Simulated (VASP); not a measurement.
# ZnS (P6_3mc) in VASP: notebook, part 2 of 2

VASP 6.6.1.

### 4 Single point, PBE

INCAR reads:

```
  PREC = Accurate
  ENCUT = 520
  EDIFF = 1E-7
  ISMEAR = 0
  SIGMA = 0.05
  LREAL = F
  LASPH = T
  NELM = 80
  ALGO = Normal
  ISIF = 2
  LWAVE = F
  LCHARG = F
  GGA = PE
  NBANDS = 46
```

KPOINTS reads:

```
regular mesh
0
Gamma
  9 9 4
```

POSCAR reads:

```
ZnS
1.0
    3.8465705991      0.0000000000      0.0000000000
   -1.9232852995      3.3312278562      0.0000000000
    0.0000000000      0.0000000000     12.5895364177
Zn S
4 4
Direct
    0.0000000000      0.0000000000      0.0000492057
    0.0000000000      0.0000000000      0.5000492057
    0.3333333333      0.6666666667      0.2500242903
    0.6666666667      0.3333333333      0.7500242903
    0.0000000000      0.0000000000      0.1872905901
    0.0000000000      0.0000000000      0.6872905901
    0.3333333333      0.6666666667      0.4376359138
    0.6666666667      0.3333333333      0.9376359138
```

Potentials or basis: VASP PAW PBE potentials, release 64 (Zn, S).

The run is started by

```bash
$ cat potpaw_PBE.64/Zn/POTCAR potpaw_PBE.64/S/POTCAR > POTCAR
$ mpirun -np 1 vasp_std > vasp.out
```

OUTCAR:

```text
PREC = Accurate
   ENCUT = 520
   EDIFF = 1E-7
   ISMEAR = 0
   LREAL = F
   LASPH = T
   NELM = 80
   ISIF = 2
   GGA = PE

 ion  position               nearest neighbor table
   1  0.000  0.000  0.000-   8 2.36   8 2.36   8 2.36   5 2.36
   2  0.000  0.000  0.500-   7 2.36   7 2.36   7 2.36   6 2.36
   3  0.333  0.667  0.250-   5 2.36   5 2.36   5 2.36   7 2.36
   4  0.667  0.333  0.750-   6 2.36   6 2.36   6 2.36   8 2.36
   5  0.000  0.000  0.187-   3 2.36   3 2.36   3 2.36   1 2.36
   6  0.000  0.000  0.687-   4 2.36   4 2.36   4 2.36   2 2.36
   7  0.333  0.667  0.438-   2 2.36   2 2.36   2 2.36   3 2.36
   8  0.667  0.333  0.938-   1 2.36   1 2.36   1 2.36   4 2.36

  LATTYP: Found a hexagonal cell.
 ALAT       =     3.8465705991
 C/A-ratio  =     3.2729248283

  Lattice vectors:

 A1 = (   3.8465705991,   0.0000000000,   0.0000000000)
 A2 = (  -1.9232852995,   3.3312278562,   0.0000000000)
 A3 = (   0.0000000000,   0.0000000000,  12.5895364177)

Analysis of symmetry for initial positions (statically):
=====================================================================
 Subroutine PRICEL returns:
 Original cell was already a primitive cell.

 Routine SETGRP: Setting up the symmetry group for a
 hexagonal supercell.

 Subroutine GETGRP returns: Found 12 space group operations
 (whereof  6 operations were pure point group operations)
 out of a pool of 24 trial point group operations.

The static configuration has the point symmetry C_3v.
 The point group associated with its full space group is C_6v.

Analysis of symmetry for dynamics (positions and initial velocities):
=====================================================================
 Subroutine PRICEL returns:
 Original cell was already a primitive cell.

 Routine SETGRP: Setting up the symmetry group for a
 hexagonal supercell.

 Subroutine GETGRP returns: Found 12 space group operations
 (whereof  6 operations were pure point group operations)
 out of a pool of 24 trial point group operations.

The dynamic configuration has the point symmetry C_3v.
 The point group associated with its full space group is C_6v.

 Subroutine INISYM returns: Found 12 space group operations
 (whereof  6 operations are pure point group operations),
 and found     1 'primitive' translations

----------------------------------------------------------------------------------------

                                     Primitive cell

  volume of cell :     161.3198

  direct lattice vectors                    reciprocal lattice vectors
     3.846570599  0.000000000  0.000000000     0.259971831  0.150094806  0.000000000
    -1.923285300  3.331227856  0.000000000     0.000000000  0.300189613  0.000000000
     0.000000000  0.000000000 12.589536418     0.000000000  0.000000000  0.079431042

  length of vectors
     3.846570599  3.846570599 12.589536418     0.300189613  0.300189613  0.079431042

  position of ions in fractional coordinates (direct lattice)
     0.000000000  0.000000000  0.000049206
     0.000000000  0.000000000  0.500049206
     0.333333333  0.666666667  0.250024290
     0.666666667  0.333333333  0.750024290
     0.000000000  0.000000000  0.187290590
     0.000000000  0.000000000  0.687290590
     0.333333333  0.666666667  0.437635914
     0.666666667  0.333333333  0.937635914

  ion indices of the primitive-cell ions
   primitive index   ion index
[... 61 lines left out ...]
 [... further k-points ...]
   k-points           NKPTS =     36   k-points in BZ     NKDIM =     36   number of bands    NBANDS=     46
   number of dos      NEDOS =    301   number of ions     NIONS =      8
   total plane-waves  NPLWV =  86400
   dimension x,y,z NGX =    30 NGY =   30 NGZ =   96
   dimension x,y,z NGXF=    60 NGYF=   60 NGZF=  192
   ions per type =               4   4
   NGX,Y,Z   is equivalent  to a cutoff of  12.97, 12.97, 12.68 a.u.
   NGXF,Y,Z  is equivalent  to a cutoff of  25.93, 25.93, 25.35 a.u.
 SYSTEM =  unknown system
   PREC   = accura    normal or accurate (medium, high low for compatibility)
   ISTART =      0    job   : 0-new  1-cont  2-samecut
   ICHARG =      2    charge: 1-file 2-atom 10-const
   ISPIN  =      1    spin polarized calculation?
   LNONCOLLINEAR =      F non collinear calculations
   LSORBIT =      F    spin-orbit coupling
   LASPH  =      T    aspherical Exc in radial PAW
   ENCUT  =  520.0 eV  38.22 Ry    6.18 a.u.   7.15  7.15 23.41*2*pi/ulx,y,z
   NELM   =     80;   NELMIN=  2; NELMDL= -5     # of ELM steps
   EDIFF  = 0.1E-06   stopping-criterion for ELM
   LREAL  =      F    real-space projection
   EDIFFG = 0.1E-05   stopping-criterion for IOM
   NSW    =      0    number of steps for IOM
   IBRION =     -1    ionic relax: 0-MD 1-quasi-New 2-CG
   NFREE  =      0    steps in history (QN), initial steepest desc. (CG)
   ISIF   =      2    stress and relaxation
   ISYM   =      2    0-nonsym 1-usesym 2-fastsym
   POTIM  = 0.5000    time-step for ionic-motion
   TEBEG  =    0.0;   TEEND  =   0.0 temperature during run
   PSTRESS=    0.0 pullay stress
   NELECT =      72.0000    total number of electrons
   NUPDOWN=      -1.0000    fix difference up-down
   EMIN   =  10.00;   EMAX   =-10.00  energy-range for DOS
   EFERMI =   0.00;   METHOD = LEGACY
   ISMEAR =     0;   SIGMA  =   0.05  broadening in eV -4-tet -1-fermi 0-gaus
   EFERMI_NEDOS =   21; number of points for ismear=-14 and -15
   IALGO  =     38    algorithm
   IMIX   =      4    mixing-type and parameters
     AMIX     =   0.40;   BMIX     =  1.00
     AMIX_MAG =   1.60;   BMIX_MAG =  1.00
  volume/ion in A,a.u.               =      20.16       136.08
  Fermi-wavevector in a.u.,A,eV,Ry     =   1.251093  2.364224 21.296311  1.565235
  Thomas-Fermi vector in A             =   2.385057
   LORBIT       =      0    0 simple, 1 ext, 2 COOP (PROOUT), +10 PAW based schemes
   GGA     = PE    functional components
   LHFCALC =     F    Hartree Fock is set to
   AEXX    =    0.0000 exact exchange contribution
   IVDW    =     0    specifies the selected vdW correction
   LEPSILON=     F    determine dielectric tensor
   LRPA    =     F    only Hartree local field effects (RPA)
 non-spin polarized calculation
 Gauss-broadening in eV      SIGMA  =   0.05
  energy-cutoff  :      520.00
  volume of cell :      161.32
 maximum number of plane-waves:      4389
 NGX is ok and might be reduce to    30
   NGX = 15   NGY = 15   NGZ = 47

 number of electron      72.0000044 magnetization

 Free energy of the ion-electron system (eV)
  ---------------------------------------------------
  ext. energy  EPLUGINS =         0.00000000
  ---------------------------------------------------
  free energy    TOTEN  =       -27.39955025 eV

  energy without entropy =      -27.39955025  energy(sigma->0) =      -27.39955025

 E-fermi :   2.1383     XC(G=0):  -9.5241

 val. band max:        1.9131134304   @ k =   0.0000   0.0000   0.0000
 cond. band min:       3.9660690823   @ k =   0.0000   0.0000   0.0000
 fundamental gap:      2.0529556519
 Fermi energy:         2.1382916905

 k-point     1 :       0.0000    0.0000    0.0000
  band No.  band energies     occupation
      1     -11.0888      2.00000
      2     -10.6868      2.00000
      3     -10.6778      2.00000
      4     -10.2000      2.00000
      5      -4.3428      2.00000
      6      -4.3378      2.00000
[... 1165 lines left out ...]
     45       9.2286      0.00000
     46       9.6281      0.00000

 [... further k-points ...]

------------------------ aborting loop because EDIFF is reached ----------------------------------------

  FORCE on cell =-STRESS in cart. coord.  units (eV):
  Direction    XX          YY          ZZ          XY          YZ          ZX
  --------------------------------------------------------------------------------------
  -------------------------------------------------------------------------------------
  Total        0.1857979      0.1857979      0.1749399      0.0000000     -0.0000000     -0.0000000
  in kB        1.8452859      1.8452859      1.7374477      0.0000000     -0.0000000     -0.0000000
  external PRESSURE =       1.8093398 kB  Pullay stress =       0.0000000 kB

 VOLUME and BASIS-vectors are now :
 -----------------------------------------------------------------------------
  energy-cutoff  :      520.00
  volume of cell :      161.32
      direct lattice vectors                 reciprocal lattice vectors
     3.846570599  0.000000000  0.000000000     0.259971831  0.150094806  0.000000000
    -1.923285300  3.331227856  0.000000000     0.000000000  0.300189613  0.000000000
     0.000000000  0.000000000 12.589536418     0.000000000  0.000000000  0.079431042

 POSITION                                       TOTAL-FORCE (eV/Angst)
 -----------------------------------------------------------------------------------
      0.00000      0.00000      0.00062        -0.000000     -0.000000      0.004227
      0.00000      0.00000      6.29539         0.000000      0.000000      0.004227
     -0.00000      2.22082      3.14769         0.000000      0.000000      0.002787
      1.92329      1.11041      9.44246         0.000000     -0.000000      0.002787
      0.00000      0.00000      2.35790        -0.000000      0.000000     -0.004123
      0.00000      0.00000      8.65267         0.000000      0.000000     -0.004123
     -0.00000      2.22082      5.50963         0.000000      0.000000     -0.002891
      1.92329      1.11041     11.80440        -0.000000     -0.000000     -0.002891
 -----------------------------------------------------------------------------------
    total drift:                               -0.000000     -0.000000      0.000314

  FREE ENERGIE OF THE ION-ELECTRON SYSTEM (eV)
  ---------------------------------------------------
  free  energy   TOTEN  =       -27.3995502529 eV

  energy  without entropy=      -27.3995502529  energy(sigma->0) =      -27.39955025
```

It took 2.4 min on 1 thread of Intel Xeon 6975P-C (Granite Rapids), shared host; peak memory 0.38 GiB.

Results:

* Free energy: -27.3996 eV
* Pressure: 0.2 GPa
* Largest force: 0.004 eV/Å
* Band gap on the k mesh: 2.05 eV

Forces in eV/Å, atoms in the order of the input:
```
Zn   0.000  0.000  0.004
Zn   0.000  0.000  0.004
Zn   0.000  0.000  0.003
Zn   0.000  0.000  0.003
S    0.000  0.000 -0.004
S    0.000  0.000 -0.004
S    0.000  0.000 -0.003
S    0.000  0.000 -0.003
```

Levels at points of the mesh, in eV from the valence-band top:
```tsv
k point	band 33	band 34	band 35	band 36	band 37	band 38	band 39	band 40
(0.00, 0.00, 0.00)	-0.44	-0.04	0.00	0.00	2.05	3.16	3.33	3.57
(0.00, 0.00, 0.50)	-0.14	-0.14	-0.14	-0.14	2.91	2.91	3.28	3.28
```

### 5 Overview

```csv
k mesh,smearing,gap on the mesh (eV),pressure (GPa)
9 × 9 × 2,gaussian 0.05 eV,2.05,0.2
9 × 9 × 4,gaussian 0.02 eV,2.05,0.2
9 × 9 × 4,gaussian 0.05 eV,2.05,0.2
```

Alike in all rows: task single point; level PBE; potentials or basis VASP PAW PBE potentials, release 64 (Zn, S); no spin polarisation; cell a = 3.847, b = 3.847, c = 12.590 Å, angles 90.0, 90.0, 120.0°, 8 atoms; cutoff (eV) 520.

Total energies depend on the potentials used, so only differences within one code and one set of settings carry meaning.

### 6 How close it comes

Step 2. Measured gap of ZnS: 3.911 eV (direct; 4 K; a printed reference work, monograph). This calculation gives 2.05 eV (-1.86 eV). The value is that of PBE, without temperature or zero-point motion. Semilocal functionals fall short of measured gaps as a rule.

Step 3. Against the measured gap of ZnS, 3.911 eV (direct; 4 K; a printed reference work, monograph), the calculated 2.05 eV is off by -1.86 eV. The value is that of PBE on a finite k mesh, which can miss the band edges, without temperature or zero-point motion. Semilocal functionals fall short of measured gaps as a rule.

Step 4. Measured gap of ZnS: 3.911 eV (direct; 4 K; a printed reference work, monograph). This calculation gives 2.05 eV (-1.86 eV). The value is that of PBE on a finite k mesh, which can miss the band edges, without temperature or zero-point motion. Semilocal functionals fall short of measured gaps as a rule.
